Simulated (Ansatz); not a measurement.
Si2Mo under changes of volume

One of the cells (13.416 Å³/atom); the others are scaled copies at fixed shape and fractional positions:

```
Mo Si
1.0
    -1.60000    1.60000    3.93050
     1.60000   -1.60000    3.93050
     1.60000    1.60000   -3.93050
Mo Si
1 2
Direct
  0.00000 0.00000 0.00000
  0.66700 0.66700 0.00000
  0.33300 0.33300 0.00000
```

| Item | Value |
| --- | --- |
| Program | Ansatz 0.2.0 |
| Functional | PBEsol |
| Potentials or basis | Ansatz PAW |
| Cutoff | 420 eV (not typed: the program's choice for these potentials) |
| k mesh | 12 × 12 × 12 |
| Occupations | fermi-dirac, width 0.05 eV |
| Spin | no spin polarisation |

| volume (Å³/atom) | energy over the lowest point (meV/atom) | pressure (GPa) | largest force (eV/Å) |
| --- | --- | --- | --- |
| 12.611 | 22.69 | 12.2 | 0.229 |
| 12.879 | 6.95 | 6.7 | 0.264 |
| 13.148 | 0.00 | 1.7 | 0.296 |
| 13.416 | 0.93 | -2.7 | 0.327 |
| 13.684 | 8.93 | -6.7 | 0.356 |
| 13.953 | ? | ? | ? |
| 14.221 | 43.25 | -13.5 | 0.408 |

What does the run at 13.953 Å³/atom give?

Energy over the lowest point 23.25 meV/atom; pressure -10.3 GPa; largest force 0.383 eV/Å.

Worked out: A Birch-Murnaghan fit of order 3 (a polynomial in V^(-2/3)) to the other rows has its minimum at 13.25 Å³/atom with B0 = V·E''(V) = 223 GPa and B' = 4.5 at fixed shape and positions, which overstates the stiffness. It gives 23.28 meV/atom at 13.953 Å³/atom, against the run's 23.25, and -dE/dV = -10.3 GPa, against -10.3.

Energies are extrapolated to zero smearing.

Caveats: the PAW data sets come from PBE, with cores solved anew for the run's functional, which leaves a small shift of forces and pressure.
